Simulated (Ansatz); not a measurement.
**Property card for Ga**

Level of theory: DFT r2SCAN, scalar-relativistic, plane waves, PAW (Ansatz).

Cutoff 500 eV; k points 16×16×12 on the computed 2-atom cell (Γ-centred); Gaussian smearing, width 0.10 eV; no spin polarisation.

The structure is relaxed at this level of theory with its symmetry kept. This form isn't the element's structure at ambient conditions.

```cif
data_structure
_symmetry_space_group_name_H-M 'P 1'
_symmetry_Int_Tables_number 1
_cell_length_a 4.1828
_cell_length_b 4.1828
_cell_length_c 3.3512
_cell_angle_alpha 90.566
_cell_angle_beta 90.566
_cell_angle_gamma 141.703
_cell_volume 36.32
loop_
_atom_site_label
_atom_site_type_symbol
_atom_site_fract_x
_atom_site_fract_y
_atom_site_fract_z
_atom_site_occupancy
Ga1 Ga 0.86607 0.13393 0.25000 1
Ga2 Ga 0.13393 0.86607 0.75000 1
```

Problem. Formation energy from the elements' standard states (uncorrected)?

Solution. +0.081 eV/atom.

Problem. Density of states at the Fermi level?

Solution. 0.62 states/eV per cell.

Problem. Löwdin character within 0.5 eV of the Fermi level?

Solution. Ga 4p 73 %, Ga 4s 25 %.

Problem. Bader charges (e)?

Solution. Ga (2 in the cell) 0.00.

Cost: 1 run of about 3.2 core-minutes, on Arm Neoverse V1 (shared hosts).